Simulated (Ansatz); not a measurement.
# Cu (P6_3/mmc) in Ansatz: further runs

The runs below take Cu through relaxation of cell and atoms, single point, with revPBE, BLYP, PBE.

All numbers are computed with Ansatz 0.2.0; they aren't measurements. Logs are shortened: lines on timing, memory, paths and dates and some standing lists are left out, and cuts for length are marked.

**1. The crystal as given**

Symmetry: P6_3/mmc, No. 194, hexagonal system. The conventional cell has a = 2.534 Å, b = 2.534 Å, c = 4.113 Å, α = 90.00°, β = 90.00°, γ = 120.00°. Around Cu (site symmetry -6m2) lie 12 Cu at 2.52 to 2.53 Å.

This isn't the form of Cu at room conditions, which is fcc.

**2. Relaxation of cell and atoms, revPBE**

File input.yaml:

```yaml
crystal:
  lattice:
    - [2.5340966698, 0.0, 0.0]
    - [-1.2670483349, 2.1945920917, 0.0]
    - [0.0, 0.0, 4.112571]
  atoms:
    - { symbol: Cu, position: [0.6666666667, 0.3333333333, 0.75] }
    - { symbol: Cu, position: [0.3333333333, 0.6666666667, 0.25] }
hamiltonian:
  xc: revpbe
  pseudopotentials: { kind: paw }
kpoints:
  mp_grid: { grid: [12, 12, 7] }
scf:
  occupations: { method: fermi_dirac, width: 0.05 }
output:
  forces: true
  stress: true
  eigenvalues: true
relax:
  f_tol: 0.01
  max_steps: 40
  cell: { stress_tol: 0.05 }
```

Potentials or basis: Ansatz PAW.

Launch:

```sh
> ansatz run input.yaml --threads 2 --pin off --max-ram 5632MiB --backend cpu --events-out ev --progress --plain --runs-dir out
```

The program printed:

```text
Warning: RAYON_NUM_THREADS=2 ignored (pool sized by the plan → 2); use --threads N
Engine: ansatz 0.2.0, aarch64-unknown-linux-gnu
Pseudopotentials: kind: paw
Pseudopotential: Cu, paw, valence charge 19, recommended cutoff 420 eV (normal), Cu.paw.azcp
Functional definition: revPBE
  parameter kappa = 1.245
  parameter beta = 0.06672455060314922
  exchange = pbe_x(kappa = kappa, mu = beta*pi^2/3)
  correlation = pbe_c(beta = beta)
Crystal: 2 atoms, lattice volume = 22.871 Å³
Basis set: ecut = 420 eV, 451 PW (Γ), exchange–correlation on 36×36×60 points (8 copies of the dense FFT grid, shifted against one another)
Bands: 23, of which v1, the nominal top of the filled ones, is band 19 counted from 1 (18 counted from 0)
Symmetry: 24 space group operations
Space group: P63/mmc (ITA 194), of the structure as read, at distance tolerance 2.8e-5 Å
k-points: 76 of 1008
Non-local potential: Cu, projectors of the file, l = 0: 3, l = 1: 2, l = 2: 3, l = 3: 1
PAW form: soft (Blöchl's): semilocal exchange-correlation on the pseudo side does not see the compensation charge
PAW frozen core: Cu, regenerated for the run's functional, and the local potential with it (the file was generated under x = pbe(κ = 0.804, μ = 0.2195149727645171), c = pbe(β = 0.06672455060314922))
PAW one-centre angular grid: Cu, 590 points (default); XC on 64 Gauss nodes
Initial density: superposition of atomic densities (neutral atoms: chi_scale 0, normalization atom), corrected by the library's trained network
Initial wavefunctions: pseudopotential atomic-orbital guess
Functional: x = revpbe(κ = 1.245, μ = 0.2195149727645171), c = pbe(β = 0.06672455060314922)
SCF iter   1: F=—  HF=-13257.666987 eV  |F-HF|=—  |Δ(HF+E_count)|=         —  Δρ=7.28e-3  dr2=6.00e-3  ethr=1.77e-3  ⟨swp⟩=5.4  Hψ=6591  notcnv=0
preconditioner: auto → none  [metal: Δε(μ)=0.036 eV  Ē_g=11.151 eV  σ=0.050 eV  W_gap=0.18  n_scr=8 (ndim 8)  ℏωp=36.4 eV  f_vac=0.000  D(μ)=0.96/eV (n_scr^D=2)  sad-step TF]
SCF iter   2: F=—  HF=-13257.666091 eV  |F-HF|=—  |Δ(HF+E_count)|=   8.96e-4  Δρ=1.93e-3  dr2=4.26e-4  ethr=1.58e-5  ⟨swp⟩=2.5  Hψ=3298  notcnv=0  defer=4
SCF iter   3: F=—  HF=-13257.666099 eV  |F-HF|=—  |Δ(HF+E_count)|=   7.82e-6  Δρ=5.98e-4  dr2=3.60e-5  ethr=1.12e-6  ⟨swp⟩=1.1  Hψ=1752  notcnv=0  defer=4
SCF iter   4: F=—  HF=-13257.666101 eV  |F-HF|=—  |Δ(HF+E_count)|=   2.74e-6  Δρ=4.37e-5  dr2=1.07e-7  ethr=9.48e-8  ⟨swp⟩=2.5  Hψ=2510  notcnv=0  defer=4
iter 5 did not close the SCF: its close was put off for the readings that it lacked (scf_convergence_deferred on its scf_iter line)
SCF iter   5: F=-13257.666102 eV  HF=-13257.666102 eV  |F-HF|=1.03e-9  |Δ(HF+E_count)|=   3.27e-7  Δρ=4.19e-6  dr2=2.14e-9  ethr=2.82e-10  ⟨swp⟩=2.0  Hψ=2828  notcnv=0  defer=4
SCF iter   6: F=-13257.666102 eV  HF=-13257.666102 eV  |F-HF|=2.73e-11  |Δ(HF+E_count)|=   1.31e-9  Δρ=5.10e-7  dr2=2.79e-11  ethr=5.63e-12  ⟨swp⟩=2.1  Hψ=5438  notcnv=0
SCF 1 converged in 6 iterations: F = -13257.666102 eV  dr2 = 2.79e-11
relax step   1: F+E_penalty+E_count = -13257.66610177 eV  Δ(F+E_penalty+E_count) = +0.000e0 eV  max|allowed force component| = 2.776e-17 eV/Å  Δτ_max = 0.0000 Å  P = +11.074 GPa  Ω = 22.871 Å³  (6 SCF iters, dr2 threshold 1.00e-7 eV, accepted)
Crystal: 2 atoms, lattice volume = 23.654 Å³
Basis set: ecut = 420 eV, 463 PW (Γ), exchange–correlation on 36×36×60 points (8 copies of the dense FFT grid, shifted against one another)
Initial density: handed on by an earlier stage of this run
Initial wavefunctions: those handed on with the density
iter 1 solved again at ethr=6.39e-5 eV; its pass at ethr=3.10e-3 eV (dr2=2.43e-2 eV) is discarded
SCF iter   1: F=—  HF=-13257.710623 eV  |F-HF|=—  |Δ(HF+E_count)|=         —  Δρ=1.27e-2  dr2=2.45e-2  ethr=6.39e-5  ⟨swp⟩=1.0  Hψ=8594  notcnv=0
preconditioner: auto → none  [metal: Δε(μ)=0.015 eV  Ē_g=10.897 eV  σ=0.050 eV  W_gap=0.07  n_scr=8 (ndim 8)  ℏωp=35.8 eV  f_vac=0.000  D(μ)=1.01/eV (n_scr^D=2)]
SCF iter   2: F=—  HF=-13257.705634 eV  |F-HF|=—  |Δ(HF+E_count)|=   4.99e-3  Δρ=1.05e-3  dr2=1.01e-4  ethr=6.39e-5  ⟨swp⟩=2.0  Hψ=2772  notcnv=0
SCF iter   3: F=—  HF=-13257.705419 eV  |F-HF|=—  |Δ(HF+E_count)|=   2.15e-4  Δρ=7.58e-4  dr2=1.15e-4  ethr=2.66e-7  ⟨swp⟩=2.0  Hψ=3197  notcnv=0
SCF iter   4: F=—  HF=-13257.705382 eV  |F-HF|=—  |Δ(HF+E_count)|=   3.69e-5  Δρ=7.69e-5  dr2=3.45e-7  ethr=2.66e-7  ⟨swp⟩=2.0  Hψ=2297  notcnv=0
iter 5 did not close the SCF: its close was put off for the readings that it lacked (scf_convergence_deferred on its scf_iter line)
SCF iter   5: F=-13257.705384 eV  HF=-13257.705384 eV  |F-HF|=1.88e-9  |Δ(HF+E_count)|=   1.29e-6  Δρ=5.85e-6  dr2=6.11e-9  ethr=9.09e-10  ⟨swp⟩=2.0  Hψ=3198  notcnv=0
SCF iter   6: F=-13257.705384 eV  HF=-13257.705384 eV  |F-HF|=8.91e-11  |Δ(HF+E_count)|=   1.54e-9  Δρ=1.01e-6  dr2=9.19e-11  ethr=1.61e-11  ⟨swp⟩=2.0  Hψ=5327  notcnv=0
SCF 2 converged in 6 iterations: F = -13257.705384 eV  dr2 = 9.19e-11
relax step   2: F+E_penalty+E_count = -13257.70538377 eV  Δ(F+E_penalty+E_count) = -3.928e-2 eV  max|allowed force component| = 1.850e-17 eV/Å  Δτ_max = 0.0000 Å  P = +5.505 GPa  Ω = 23.654 Å³  energy of the carried Pulay correction = -7.996e-4 eV  (6 SCF iters, dr2 threshold 2.00e-7 eV, accepted)
Crystal: 2 atoms, lattice volume = 24.483 Å³
Basis set: ecut = 420 eV, 465 PW (Γ), exchange–correlation on 36×36×60 points (8 copies of the dense FFT grid, shifted against one another)
iter 1 solved again at ethr=7.04e-5 eV; its pass at ethr=3.10e-3 eV (dr2=2.68e-2 eV) is discarded
SCF iter   1: F=—  HF=-13257.725817 eV  |F-HF|=—  |Δ(HF+E_count)|=         —  Δρ=1.31e-2  dr2=2.71e-2  ethr=7.04e-5  ⟨swp⟩=1.0  Hψ=8656  notcnv=0
preconditioner: auto → none  [metal: Δε(μ)=0.045 eV  Ē_g=10.633 eV  σ=0.050 eV  W_gap=0.22  n_scr=8 (ndim 8)  ℏωp=35.2 eV  f_vac=0.000  D(μ)=1.07/eV (n_scr^D=8)]
SCF iter   2: F=—  HF=-13257.720384 eV  |F-HF|=—  |Δ(HF+E_count)|=   5.43e-3  Δρ=1.03e-3  dr2=1.12e-4  ethr=7.04e-5  ⟨swp⟩=2.0  Hψ=2778  notcnv=0
[... 46 lines left out ...]
Crystal: 2 atoms, lattice volume = 24.595 Å³
iter 1 solved again at ethr=2.85e-8 eV; its pass at ethr=3.10e-3 eV (dr2=1.08e-5 eV) is discarded
SCF iter   1: F=—  HF=-13257.721466 eV  |F-HF|=—  |Δ(HF+E_count)|=         —  Δρ=2.71e-4  dr2=1.16e-5  ethr=2.85e-8  ⟨swp⟩=2.6  Hψ=8111  notcnv=0
preconditioner: auto → none  [metal: Δε(μ)=0.039 eV  Ē_g=10.525 eV  σ=0.050 eV  W_gap=0.19  n_scr=8 (ndim 8)  ℏωp=35.1 eV  f_vac=0.000  D(μ)=1.07/eV (n_scr^D=8)]
SCF iter   2: F=—  HF=-13257.721456 eV  |F-HF|=—  |Δ(HF+E_count)|=   1.01e-5  Δρ=2.15e-5  dr2=5.44e-8  ethr=2.85e-8  ⟨swp⟩=2.1  Hψ=2344  notcnv=0
SCF iter   3: F=—  HF=-13257.721456 eV  |F-HF|=—  |Δ(HF+E_count)|=   9.38e-8  Δρ=1.68e-5  dr2=5.68e-8  ethr=1.43e-10  ⟨swp⟩=2.0  Hψ=3199  notcnv=0
iter 4 did not close the SCF: its close was put off for the readings that it lacked (scf_convergence_deferred on its scf_iter line)
SCF iter   4: F=-13257.721456 eV  HF=-13257.721456 eV  |F-HF|=4.46e-10  |Δ(HF+E_count)|=   1.26e-8  Δρ=1.77e-6  dr2=1.84e-10  ethr=1.43e-10  ⟨swp⟩=2.5  Hψ=2433  notcnv=0
iter 5 did not close the SCF: its close was put off for the readings that it lacked (scf_convergence_deferred on its scf_iter line)
SCF iter   5: F=-13257.721456 eV  HF=-13257.721456 eV  |F-HF|=1.09e-11  |Δ(HF+E_count)|=  5.35e-10  Δρ=2.89e-7  dr2=1.17e-11  ethr=1.00e-12  ⟨swp⟩=2.0  Hψ=2565  notcnv=0
SCF iter   6: F=-13257.721456 eV  HF=-13257.721456 eV  |F-HF|=1.82e-12  |Δ(HF+E_count)|=    0.00e0  Δρ=1.92e-8  dr2=2.35e-14  ethr=1.00e-12  ⟨swp⟩=1.1  Hψ=3848  notcnv=0
SCF 7 converged in 6 iterations: F = -13257.721456 eV  dr2 = 2.35e-14
relax step   7: F+E_penalty+E_count = -13257.72145627 eV  Δ(F+E_penalty+E_count) = -2.117e-5 eV  max|allowed force component| = 4.626e-17 eV/Å  Δτ_max = 0.0000 Å  P = -0.001 GPa  Ω = 24.595 Å³  energy of the carried Pulay correction = +1.554e-5 eV  (6 SCF iters, dr2 threshold 3.20e-8 eV, accepted)
iter 1 solved again at ethr=3.47e-10 eV; its pass at ethr=3.10e-3 eV (dr2=1.32e-7 eV) is discarded
SCF iter   1: F=—  HF=-13257.721456 eV  |F-HF|=—  |Δ(HF+E_count)|=         —  Δρ=1.38e-6  dr2=5.98e-11  ethr=3.47e-10  ⟨swp⟩=4.2  Hψ=13126  notcnv=0
preconditioner: auto → none  [metal: Δε(μ)=0.039 eV  Ē_g=10.526 eV  σ=0.050 eV  W_gap=0.19  n_scr=8 (ndim 8)  ℏωp=35.1 eV  f_vac=0.000  D(μ)=1.07/eV (n_scr^D=8)]
SCF iter   2: F=—  HF=-13257.721449 eV  |F-HF|=—  |Δ(HF+E_count)|=   7.75e-6  Δρ=1.13e-6  dr2=1.62e-10  ethr=1.00e-12  ⟨swp⟩=2.0  Hψ=3207  notcnv=0
iter 3 did not close the SCF: its close was put off for the readings that it lacked (scf_convergence_deferred on its scf_iter line)
SCF iter   3: F=-13257.721449 eV  HF=-13257.721449 eV  |F-HF|=5.46e-12  |Δ(HF+E_count)|=  2.36e-11  Δρ=2.50e-7  dr2=3.58e-12  ethr=1.00e-12  ⟨swp⟩=1.1  Hψ=1754  notcnv=0
iter 4 did not close the SCF: its close was put off for the readings that it lacked (scf_convergence_deferred on its scf_iter line)
SCF iter   4: F=-13257.721449 eV  HF=-13257.721449 eV  |F-HF|=1.82e-12  |Δ(HF+E_count)|=  7.28e-12  Δρ=8.90e-8  dr2=1.01e-12  ethr=1.00e-12  ⟨swp⟩=1.0  Hψ=1748  notcnv=0
iter 5 did not close the SCF: its close was put off for the readings that it lacked (scf_convergence_deferred on its scf_iter line)
SCF iter   5: F=-13257.721449 eV  HF=-13257.721449 eV  |F-HF|=3.64e-12  |Δ(HF+E_count)|=  1.82e-12  Δρ=2.29e-8  dr2=4.72e-14  ethr=1.00e-12  ⟨swp⟩=1.0  Hψ=1748  notcnv=0
iter 6 did not close the SCF: its close was put off for the readings that it lacked (scf_convergence_deferred on its scf_iter line)
SCF iter   6: F=-13257.721449 eV  HF=-13257.721449 eV  |F-HF|=1.82e-12  |Δ(HF+E_count)|=  3.64e-12  Δρ=8.94e-10  dr2=5.58e-17  ethr=1.00e-12  ⟨swp⟩=1.0  Hψ=1748  notcnv=0
SCF iter   7: F=-13257.721449 eV  HF=-13257.721449 eV  |F-HF|=0.00e0  |Δ(HF+E_count)|=  3.64e-12  Δρ=7.59e-10  dr2=5.85e-17  ethr=1.00e-12  ⟨swp⟩=2.1  Hψ=5193  notcnv=0
SCF 8 converged in 7 iterations: F = -13257.721449 eV  dr2 = 5.85e-17
relax step   8: F+E_penalty+E_count = -13257.72144865 eV  Δ(F+E_penalty+E_count) = +7.619e-6 eV  max|allowed force component| = 6.476e-17 eV/Å  Δτ_max = 0.0000 Å  P = -0.001 GPa  Ω = 24.595 Å³  stress off target by 1.78e-3 GPa  SCF on the basis re-selected at this cell (its energy is not comparable with the rows above)  (7 SCF iters)
basis re-selected at this cell: Δ(F+E_penalty+E_count) = +7.619e-6 eV, ΔP = +0.000 GPa vs the last step (what re-selecting the basis moved, of the pressure what is left beyond the Pulay correction that the steps carried, after the strain that the cell walked since its last selection, with what the two solves' SCF thresholds leave and, on support functions, any second-order correction that the steps lacked; it is no measure of the basis error at this ecutwfc). This SCF's stress stands 1.78e-3 GPa from its target on what of the cell is left free (relax.cell.stress_tol is 5.00e-2 GPa) and its largest allowed force component is 6.48e-17 eV/Å (relax.f_tol is 1.00e-2 eV/Å): within both
SCF converged after 7 iterations
Free energy (F): -13257.721449 eV
Harris-Foulkes:  -13257.721449 eV  (|F-HF|=0.00e0)
Internal energy: -13257.712930 eV  (E = F + TS)
E sigma→0 (E₀):  -13257.717189 eV
Entropy (-TS):   -0.008519 eV (-4.260 meV/atom)
Fermi energy:    15.984984 eV
--- Per-component energies (eV) ---
  E_band       = -743.401374
  E_kinetic    = 598.642322
  E_local      = -8251.426769  (includes V_loc(G=0)·N_el)
  E_nonlocal   = 780.455562
  E_hartree    = 3632.208003
  E_xc         = -178.500312
  E_vxc        = -230.056360  (∫ρ·V_xc dr)
  E_paw        = -3334.657255  (= ΣΔE_a)
  E_vpaw       = -905.432709  (= ΣTr[D̂ρ^β])
  E_aug_tail   = 0.000573  (compensation charges beyond the density's cutoff)
  E_ewald      = -6504.375147
  E_core_change = -0.059906  (= ΣΔE_core)
  E_smearing   = -0.008519  (= −TS)
  E_closure    = -0.000000  (closes the sum)
  Σ components = -13257.721449   (vs F -13257.721449, Δ=0.00e0)
--- Forces (eV/Å), atoms counted from 1 ---
  atom   1  Cu    -0.00000000     0.00000000    -0.00000000
  atom   2  Cu     0.00000000    -0.00000000     0.00000000
  max |Σ_I F_I| component: 0.00e0 eV/Å
--- Stress (GPa, compression-positive) ---
       -0.000650      -0.000000      -0.000000
       -0.000000      -0.000650       0.000000
       -0.000000       0.000000      -0.001778
  P = ⅓ Tr σ = -0.0010 GPa (-0.010 kbar)
--- Band table (eV; the first three rows and the last of 76) ---
  k-point 0: bands = ["-96.5466", "-96.5350", "-53.9105", "-53.8252", "-53.8252", "-53.8174", "-53.8108", "-53.8108", "6.9279", "11.1803", "13.1664", "13.2083", "13.2083", "13.4093", "13.4093", "13.6522", "13.6522", "14.3763", "14.3763", "15.1418", "19.6825", "36.9192", "36.9492"]
  k-point 1: bands = ["-96.5461", "-96.5357", "-53.9059", "-53.8245", "-53.8245", "-53.8221", "-53.8115", "-53.8115", "7.1101", "11.0615", "13.1318", "13.1745", "13.1745", "13.3740", "13.3740", "13.7327", "13.7327", "14.3669", "14.3669", "14.3678", "20.9298", "36.9427", "37.1312"]
  k-point 2: bands = ["-96.5444", "-96.5373", "-53.8931", "-53.8350", "-53.8225", "-53.8225", "-53.8135", "-53.8135", "7.6469", "10.5490", "13.0429", "13.1336", "13.1336", "13.2892", "13.2892", "13.3576", "13.9040", "13.9040", "14.3258", "14.3258", "23.5060", "33.6431", "37.0850"]
  k-point 75: bands = ["-96.5328", "-96.5328", "-53.8866", "-53.8866", "-53.8685", "-53.8625", "-53.8342", "-53.8342", "12.2903", "12.2903", "12.3594", "12.4476", "12.9133", "12.9133", "13.6273", "13.7591", "14.3955", "14.3955", "19.8739", "19.8739", "20.8101", "22.0409", "22.7305"]
--- Relaxed structure (6 steps of the walk, 6 accepted, 2 SCFs on fresh bases) ---
  F+E_penalty+E_count = -13257.72144865 eV   max|allowed force component| = 6.476e-17 eV/Å   (the final SCF, on the basis selected at the relaxed cell)
  cell:  # Å, volume = 24.5950 Å³
    - [2.596423700884276, -5.731200606909645e-35, 5.731200606909645e-35]
    - [-1.298211850442138, 2.248568883953791, 1.987826955346931e-18]
    - [9.30113270421453e-35, 3.725102045391798e-18, 4.212737235737345]
  atoms:
    - { symbol: Cu, position: [0.6666666666666666, 0.3333333333333334, 0.75] }
    - { symbol: Cu, position: [0.3333333333333334, 0.6666666666666669, 0.25] }
```

Run time: 8.7 s. Hardware: 2 threads of Arm Neoverse V2, shared host; peak memory 0.33 GiB.

What came out:

| Quantity | Value |
| --- | --- |
| Free energy | -13257.7214 eV |
| Relaxed volume | 12.30 Å³/atom |
| Relaxed cell | a = 2.596 Å, b = 2.596 Å, c = 4.213 Å, α = 90.00°, β = 90.00°, γ = 120.00° |
| Space group after relaxing (to 0.05 Å) | P6_3/mmc (No. 194) |
| Energy gained by relaxing | 27.7 meV/atom |
| Ionic steps | 8 |
| Pressure after relaxing | 0.0 GPa |
| Band gap on the k mesh | none (metal or under the smearing width) |

Step by step:
```csv
step,energy change (eV),largest force (eV/Å),volume (Å³)
1,0.0000,0.0000,22.87
2,-0.0393,0.0000,23.65
3,-0.0540,0.0000,24.48
4,-0.0542,0.0000,24.60
5,-0.0542,0.0000,24.61
6,-0.0553,0.0000,24.61
7,-0.0554,0.0000,24.59
8,-0.0553,0.0000,24.59
```

Final structure:
```
Cu
1.0
     2.59642    0.00000    0.00000
    -1.29821    2.24857    0.00000
     0.00000    0.00000    4.21274
Cu
2
Direct
  0.66667 0.33333 0.75000
  0.33333 0.66667 0.25000
```

Caveat: the plane-wave basis is chosen anew once the cell has moved, so the energies of steps on either side of that aren't comparable; the PAW data sets come from PBE, with cores solved anew for the run's functional, which leaves a small shift of forces and pressure.

**3. Relaxation of cell and atoms, BLYP**

input.yaml: that of step 2 with these lines changed.

```diff
@@ -9,3 +9,3 @@
 hamiltonian:
-  xc: revpbe
+  xc: blyp
   pseudopotentials: { kind: paw }
```

Potentials or basis: Ansatz PAW.

Launch:

```sh
> ansatz run input.yaml --threads 2 --pin off --max-ram 5632MiB --backend cpu --events-out ev --progress --plain --runs-dir out
```

Wall time 10 s (2 threads of Arm Neoverse V2, shared host); peak memory 0.33 GiB.

It converged, with:

- Free energy: -13268.3398 eV
- Relaxed volume: 12.74 Å³/atom
- Relaxed cell: a = 2.633 Å, b = 2.633 Å, c = 4.244 Å, α = 90.00°, β = 90.00°, γ = 120.00°
- Space group after relaxing (to 0.05 Å): P6_3/mmc (No. 194)
- Energy gained by relaxing: 58.6 meV/atom
- Ionic steps: 9
- Pressure after relaxing: 0.0 GPa
- Band gap on the k mesh: none (metal or under the smearing width)

Step by step:
```tsv
step	energy change (eV)	largest force (eV/Å)	volume (Å³)
1	0.0000	0.0000	22.87
2	-0.0828	0.0000	24.01
3	-0.1145	0.0000	25.19
4	-0.1154	0.0000	25.43
5	-0.1154	0.0000	25.46
6	-0.1154	0.0000	25.46
7	-0.1171	0.0000	25.46
8	-0.1171	0.0000	25.48
9	-0.1171	0.0000	25.48
```

Final structure:
```
CELL_PARAMETERS angstrom
2.63296 0.00000 0.00000
-1.31648 2.28021 0.00000
0.00000 0.00000 4.24430
ATOMIC_POSITIONS crystal
Cu 0.66667 0.33333 0.75000
Cu 0.33333 0.66667 0.25000
```

Levels at points of the mesh, in eV from the Fermi level:
```csv
k point,band 16,band 17,band 18,band 19,band 20,band 21,band 22,band 23
"(0.00, 0.00, 0.00)",-2.40,-2.40,-1.68,-1.68,-0.53,3.50,20.05,20.05
"(0.00, -0.50, 0.00)",-1.61,-1.55,-1.52,0.05,1.35,7.51,7.71,10.18
```

Caveat: the plane-wave basis is chosen anew once the cell has moved, so the energies of steps on either side of that aren't comparable; the PAW data sets come from PBE, with cores solved anew for the run's functional, which leaves a small shift of forces and pressure.

**4. Single point, PBE**

input.yaml: that of step 3 with these lines changed.

```diff
@@ -9,3 +9,3 @@
 hamiltonian:
-  xc: blyp
+  xc: pbe
   pseudopotentials: { kind: paw }
@@ -14,3 +14,3 @@
 scf:
-  occupations: { method: fermi_dirac, width: 0.05 }
+  occupations: { method: gaussian, width: 0.012 }
 output:
@@ -19,5 +19 @@
   eigenvalues: true
-relax:
-  f_tol: 0.01
-  max_steps: 40
-  cell: { stress_tol: 0.05 }
```

Launch:

```sh
> ansatz run input.yaml --threads 2 --pin off --max-ram 5632MiB --backend cpu --events-out ev --progress --plain --runs-dir out
```

It took 0.98 s on 2 threads of Arm Neoverse V2, shared host; peak memory 0.3 GiB.

Results (log left out):

```
Free energy            : -13250.2924 eV
Pressure               : 7.3 GPa
Band gap on the k mesh : none (metal or under the smearing width)
```

Stress tensor (GPa, compression positive):
```
7.23 0.00 0.00
0.00 7.23 0.00
0.00 0.00 7.51
```

Levels at points of the mesh, in eV from the Fermi level:
```csv
k point,band 17,band 18,band 19,band 20,band 21,band 22
"(0.00, 0.00, 0.00)",-2.49,-1.68,-1.68,-1.04,4.05,21.57
"(0.00, -0.50, 0.00)",-1.52,-1.48,0.04,1.65,7.95,8.37
```

**5. Overview**

```csv
task,level,cell,smearing,gap on the mesh (eV),pressure (GPa),relaxed volume (Å³/atom)
relaxation of cell and atoms,revPBE,relaxed,fermi-dirac 0.05 eV,none,0.0,12.30
relaxation of cell and atoms,BLYP,relaxed,fermi-dirac 0.05 eV,none,0.0,12.74
single point,PBE,as given,gaussian 0.012 eV,none,7.3,-
```

Alike in all rows: potentials or basis Ansatz PAW; no spin polarisation; k mesh 12 × 12 × 7; cutoff (eV) 420.

Caveats: the plane-wave basis is chosen anew once the cell has moved, so the energies of steps on either side of that aren't comparable (some runs); the PAW data sets come from PBE, with cores solved anew for the run's functional, which leaves a small shift of forces and pressure (some runs).

Total energies depend on the potentials used, so only differences within one code and one set of settings carry meaning.
